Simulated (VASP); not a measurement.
# CoO (R3m) in VASP: notebook, part 2 of 2

VASP 6.6.1. Earlier steps stand in the parts before.

**3. Equation of state, LDA, collinear spin, ferromagnetic start, 9.44 Å³/atom (a relaxed cell with its volume scaled by 0.96)**

INCAR

```
  ALGO = Normal
  EDIFF = 1E-7
  ENCUT = 520
  ISIF = 2
  ISMEAR = -1
  ISPIN = 2
  LASPH = True
  LCHARG = False
  LMAXMIX = 4
  LORBIT = 11
  LREAL = False
  LWAVE = False
  MAGMOM = 2 0
  NELM = 120
  PREC = Accurate
  SIGMA = 0.05
```

KPOINTS

```
k-points
0
Gamma
  8 8 8
```

POSCAR

```
CoO                                     
1.0
    1.4961209711      0.8637858454      2.4340161834
   -1.4961209711      0.8637858454      2.4340161834
    0.0000000000     -1.7275716907      2.4340161834
  Co              O             
     1     1
Direct
     0.0003009596949151    0.0003009596949151    0.0003009596949151
     0.7496983903050809    0.7496983903050809    0.7496983903050809
```

Potentials or basis: VASP PAW LDA potentials, release 64 (Co, O).

The run is started by

```console
> cat potpaw_LDA.64/Co/POTCAR potpaw_LDA.64/O/POTCAR > POTCAR
> mpirun -np 1 vasp_std > vasp.out
```

Run time: 15 s. Hardware: 1 thread of Intel Xeon Platinum 8488C (Sapphire Rapids), shared host; peak memory 0.15 GiB.

Results (log left out):

- Free energy: -15.1835 eV
- Pressure: 10.3 GPa
- Largest force: 0.006 eV/Å
- Band gap on the k mesh: none (metal or under the smearing width)
- Net moment: 1.53 μB per cell
- Site moments: Co +1.34; O +0.15 μB
- Valence electrons inside the program's atomic spheres: Co 8.50; O 5.02

Caveat: a cell with one magnetic atom can't hold antiferromagnetic order, which such compounds often take; semilocal functionals often make such compounds metallic where correlation or magnetic order opens a gap, which also shifts bond lengths.

**4. Equation of state, LDA, collinear spin, ferromagnetic start, 9.63 Å³/atom (a relaxed cell with its volume scaled by 0.98)**

INCAR is that of step 3.

KPOINTS is that of step 3.

POSCAR

```
CoO                                     
1.0
    1.5064393728      0.8697431774      2.4508030324
   -1.5064393728      0.8697431774      2.4508030324
    0.0000000000     -1.7394863548      2.4508030324
  Co              O             
     1     1
Direct
     0.0003009596949151    0.0003009596949151    0.0003009596949151
     0.7496983903050809    0.7496983903050809    0.7496983903050809
```

The run is started by

```console
> cat potpaw_LDA.64/Co/POTCAR potpaw_LDA.64/O/POTCAR > POTCAR
> mpirun -np 1 vasp_std > vasp.out
```

Run time: 15 s. Hardware: 1 thread of Intel Xeon Platinum 8488C (Sapphire Rapids), shared host; peak memory 0.15 GiB.

It converged, with:

```yaml
Free_energy: -15.2027 eV
Pressure: 5.0 GPa
Largest_force: 0.008 eV/Å
Band_gap_on_the_k_mesh: none (metal or under the smearing width)
Net_moment: 1.56 μB per cell
Site_moments: Co +1.37; O +0.15 μB
Valence_electrons_inside_the_program's_atomic_spheres: Co 8.44; O 5.01
```

Caveat: a cell with one magnetic atom can't hold antiferromagnetic order, which such compounds often take; semilocal functionals often make such compounds metallic where correlation or magnetic order opens a gap, which also shifts bond lengths.

**5. Equation of state, LDA, collinear spin, ferromagnetic start, 9.83 Å³/atom**

INCAR is that of step 4.

KPOINTS is that of step 4.

POSCAR

```
CoO                                     
1.0
    1.5166183260      0.8756199987      2.4673630147
   -1.5166183260      0.8756199987      2.4673630147
    0.0000000000     -1.7512399975      2.4673630147
  Co              O             
     1     1
Direct
     0.0003009596949151    0.0003009596949151    0.0003009596949151
     0.7496983903050809    0.7496983903050809    0.7496983903050809
```

The run is started by

```console
> cat potpaw_LDA.64/Co/POTCAR potpaw_LDA.64/O/POTCAR > POTCAR
> mpirun -np 1 vasp_std > vasp.out
```

Wall time 16 s (1 thread of Intel Xeon Platinum 8488C (Sapphire Rapids), shared host); peak memory 0.14 GiB.

It converged, with:

```
Free energy                                           : -15.2097 eV
Pressure                                              : 0.4 GPa
Largest force                                         : 0.009 eV/Å
Band gap on the k mesh                                : none (metal or under the smearing width)
Net moment                                            : 1.58 μB per cell
Site moments                                          : Co +1.39; O +0.15 μB
Valence electrons inside the program's atomic spheres : Co 8.39; O 5.00
```

Caveat: a cell with one magnetic atom can't hold antiferromagnetic order, which such compounds often take; semilocal functionals often make such compounds metallic where correlation or magnetic order opens a gap, which also shifts bond lengths.

**6. Equation of state, LDA, collinear spin, ferromagnetic start, 10.03 Å³/atom (a relaxed cell with its volume scaled by 1.02)**

INCAR is that of step 5.

KPOINTS is that of step 5.

POSCAR

```
CoO                                     
1.0
    1.5266624486      0.8814189757      2.4837036433
   -1.5266624486      0.8814189757      2.4837036433
    0.0000000000     -1.7628379514      2.4837036433
  Co              O             
     1     1
Direct
     0.0003009596949151    0.0003009596949151    0.0003009596949151
     0.7496983903050809    0.7496983903050809    0.7496983903050809
```

Potentials or basis: VASP PAW LDA potentials, release 64 (Co, O).

The run is started by

```console
> cat potpaw_LDA.64/Co/POTCAR potpaw_LDA.64/O/POTCAR > POTCAR
> mpirun -np 1 vasp_std > vasp.out
```

It took 16 s on 1 thread of Intel Xeon Platinum 8488C (Sapphire Rapids), shared host; peak memory 0.15 GiB.

It converged, with:

```
Free energy                                           : -15.2058 eV
Pressure                                              : -3.8 GPa
Largest force                                         : 0.011 eV/Å
Band gap on the k mesh                                : none (metal or under the smearing width)
Net moment                                            : 1.61 μB per cell
Site moments                                          : Co +1.42; O +0.15 μB
Valence electrons inside the program's atomic spheres : Co 8.34; O 4.99
```

Caveat: a cell with one magnetic atom can't hold antiferromagnetic order, which such compounds often take; semilocal functionals often make such compounds metallic where correlation or magnetic order opens a gap, which also shifts bond lengths.

**7. Equation of state, LDA, collinear spin, ferromagnetic start, 10.22 Å³/atom (a relaxed cell with its volume scaled by 1.04)**

INCAR is that of step 6.

KPOINTS is that of step 6.

POSCAR

```
CoO                                     
1.0
    1.5365761190      0.8871426359      2.4998320410
   -1.5365761190      0.8871426359      2.4998320410
    0.0000000000     -1.7742852718      2.4998320410
  Co              O             
     1     1
Direct
     0.0003009596949151    0.0003009596949151    0.0003009596949151
     0.7496983903050809    0.7496983903050809    0.7496983903050809
```

The run is started by

```console
> cat potpaw_LDA.64/Co/POTCAR potpaw_LDA.64/O/POTCAR > POTCAR
> mpirun -np 1 vasp_std > vasp.out
```

It took 17 s on 1 thread of Intel Xeon Platinum 8488C (Sapphire Rapids), shared host; peak memory 0.15 GiB.

Results (log left out):

| Quantity | Value |
| --- | --- |
| Free energy | -15.1921 eV |
| Pressure | -7.6 GPa |
| Largest force | 0.013 eV/Å |
| Band gap on the k mesh | none (metal or under the smearing width) |
| Net moment | 1.63 μB per cell |
| Site moments | Co +1.44; O +0.15 μB |
| Valence electrons inside the program's atomic spheres | Co 8.29; O 4.98 |

Caveat: a cell with one magnetic atom can't hold antiferromagnetic order, which such compounds often take; semilocal functionals often make such compounds metallic where correlation or magnetic order opens a gap, which also shifts bond lengths.

**8. Equation of state, LDA, collinear spin, ferromagnetic start**

This run uses another cell than the first one, of 9.83 Å³/atom, 0.861 times its volume.

No new run: the results of the series are fitted here.

What came out:

| Quantity | Value |
| --- | --- |
| Equilibrium volume | 9.85 Å³/atom |
| Bulk modulus at fixed shape and positions | 219 GPa |
| Pressure derivative of the bulk modulus | 4.6 (rough: it moves with the points fitted) |

Energy against volume, from the lowest point:
```
volume (Å³/atom)  energy (meV/atom)
           9.437              13.08
           9.633               3.48
           9.830               0.00
          10.026               1.94
          10.223               8.78
```

Caveat: the cell was scaled at fixed shape and fractional positions, which overstates the stiffness of a crystal with free parameters, most of all of layers and chains.

**9. The reference run**

An earlier run on the cell as given: functional PBE; potentials or basis VASP PAW PBE potentials, release 64 (Co, O); cutoff 520 eV; k mesh 10 × 10 × 10; occupations fermi-dirac, width 0.05 eV; collinear spin, ferromagnetic start; starting moments [2.0, 0.0] μB.

- Pressure: -0.3 GPa
- Largest force: 0.263 eV/Å
- Band gap on the k mesh: none (metal or under the smearing width)
- Net moment: 2.74 μB per cell
- Site moments: Co +2.36; O +0.29 μB
- Valence electrons inside the program's atomic spheres: Co 8.01; O 4.99
